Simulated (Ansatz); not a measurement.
Reactions of `CC(C)(N)F`.

Computed with Ansatz on PBE0-D4/def2-TZVP structures; ΔE is electronic, products minus reactants. CCSD(T)/CBS adds triple-zeta CCSD(T) − MP2 to the extrapolated MP2 energy (def2 sets, frozen cores). This one scheme is used for every species, atoms too. For atomizations the MP2-based limit and the directly extrapolated one differ by several kJ/mol either way, and by 10 to 25 for some Ge, Se and Sn compounds, so smaller differences from it don't rank the levels. No spin–orbit coupling; open shells (•) take unrestricted orbitals. Spin–orbit coupling would lower the free atoms: a little for C, F. One conformer a species, not always the lowest.

Q: Order these by ΔE at CCSD(T)/CBS, lowest first. (An estimate is asked.)
A. `CC(C)(N)F` + `[CH3][Al]([NH2])[Cl]` → `C[NH][Al]([CH3])[Cl]` + `CC(N)F`
B. `CC(C)(N)F` → 3 C• + F• + 8 H• + N•
C. `CC(C)(N)F` + `NC(N)=O` → `CNC(N)=O` + `CC(N)F`
D. `CC(C)(N)F` + H₂O → `CC(C)(N)O` + H–F

A: D (+17.5 kJ/mol), C (+29.0 kJ/mol), A (+47.3 kJ/mol), B (+4993.3 kJ/mol).

Largest T1 diagnostic: 0.014, for `NC(N)=O`.
